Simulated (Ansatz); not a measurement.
Something may be wrong with this Ansatz 0.2.0 calculation of Zn.

The input input.yaml:

```yaml
crystal:
  lattice:
    - [-2.88917011, 2.96220424, 2.96618779]
    - [3.03310866, -2.90285173, 3.05077382]
    - [2.88472358, 2.89840709, -2.90683716]
  atoms:
    - { symbol: Zn, position: [0.002391, 0.007947, 0.005581], spin: 0.5, spin_axis: [0.0, 0.0, 0.5] }
hamiltonian:
  xc: pbe
  pseudopotentials: { kind: paw }
  dispersion: d3bj
magnetization:
  noncollinear: true
  spin_orbit: false
kpoints:
  mp_grid: { grid: [9, 9, 9] }
scf:
  occupations: { method: fermi_dirac, width: 0.05 }
  max_iter: 50
output:
  forces: true
  stress: true
  eigenvalues: true
  bader: true
  populations: true
```

Potentials or basis: Ansatz PAW.

The run is started by

```sh
$ ansatz run input.yaml --threads 1 --pin off --max-ram 2560MiB --backend cpu --events-out ev --progress --plain --runs-dir out
```

Output:

```text
Warning: RAYON_NUM_THREADS=1 ignored (pool sized by the plan → 1); use --threads N
Engine: ansatz 0.2.0, aarch64-unknown-linux-gnu
Pseudopotentials: kind: paw
Pseudopotential: Zn, paw, valence charge 12, recommended cutoff 420 eV (normal), Zn.paw.azcp
Functional definition: PBE
  parameter kappa = 0.804
  parameter beta = 0.06672455060314922
  exchange = pbe_x(kappa = kappa, mu = beta*pi^2/3)
  correlation = pbe_c(beta = beta)
this run first makes a single point of its starting geometry on two collinear spin channels, or without spin where it has no moments, for its own SCFs to start from. `scf.lower_state_search: off` leaves that single point out
Crystal: 1 atoms, lattice volume = 104.269 Å³
Basis set: ecut = 420 eV, 2037 PW (Γ), exchange–correlation on 72×72×72 points (8 copies of the dense FFT grid, shifted against one another)
Bands: 11, of which v1, the nominal top of the filled ones, is band 6 counted from 1 (5 counted from 0)
Symmetry: 2 space group operations
Space group: P-1 (ITA 2), of the structure as read, at distance tolerance 4.7e-5 Å
Magnetic group: BNS 2.4 (UNI 4), of the structure as read, at distance tolerance 4.7e-5 Å
k-points: 365 of 729
Non-local potential: Zn, projectors of the file, l = 0: 2, l = 1: 2, l = 2: 3, l = 3: 1
PAW form: soft (Blöchl's): semilocal exchange-correlation on the pseudo side does not see the compensation charge
[... 49 lines left out ...]
--- Per-component energies (eV) ---
  E_band       = -86.677795
  E_kinetic    = 128.507464
  E_local      = -2538.833071  (includes V_loc(G=0)·N_el)
  E_nonlocal   = 612.576624
  E_hartree    = 1076.511059
  E_xc         = -134.669324
  E_vxc        = -48.023133  (∫ρ·V_xc dr)
  E_paw        = -1825.984495  (= ΣΔE_a)
  E_vpaw       = -393.926624  (= ΣTr[D̂ρ^β])
  E_aug_tail   = -0.000363  (compensation charges beyond the density's cutoff)
  E_ewald      = -636.064801
  E_disp       = -0.084843  (pairwise vdW)
  E_smearing   = -0.000000  (= −TS)
  E_closure    = 0.000000  (closes the sum)
  Σ components = -3318.041749   (vs F -3318.041749, Δ=0.00e0)
--- Forces (eV/Å), atoms counted from 1 ---
  atom   1  Zn     0.00000000     0.00000000     0.00000000
  max |Σ_I F_I| component: 0.00e0 eV/Å
--- Stress (GPa, compression-positive) ---
       -0.342224      -0.000992       0.012869
       -0.000992      -0.343951       0.005189
        0.012869       0.005189      -0.341372
  P = ⅓ Tr σ = -0.3425 GPa (-3.425 kbar)
[... 5 lines left out ...]
--- Löwdin populations: 1 site ---
  site symbol       q [e]
     0     Zn     11.9972
  spilling = 0.000232 (of n_electrons = 12.000000)
--- Bader charges: 1 site ---
  site symbol  charge [e]  shift [e]  m_x [muB]  m_y [muB]  m_z [muB]
     0     Zn      0.0000     0.0000     0.0000     0.0000     0.0000
  estimated error of the sums over rays = 2.0e-7 e
```

Q: How did it end, and where is the flaw?

A: Self-consistency was reached. The input holds a flaw that was put in on purpose: a lattice typed in bohr. The program doesn't stop on it, so the numbers can't be trusted though the run ends normally.
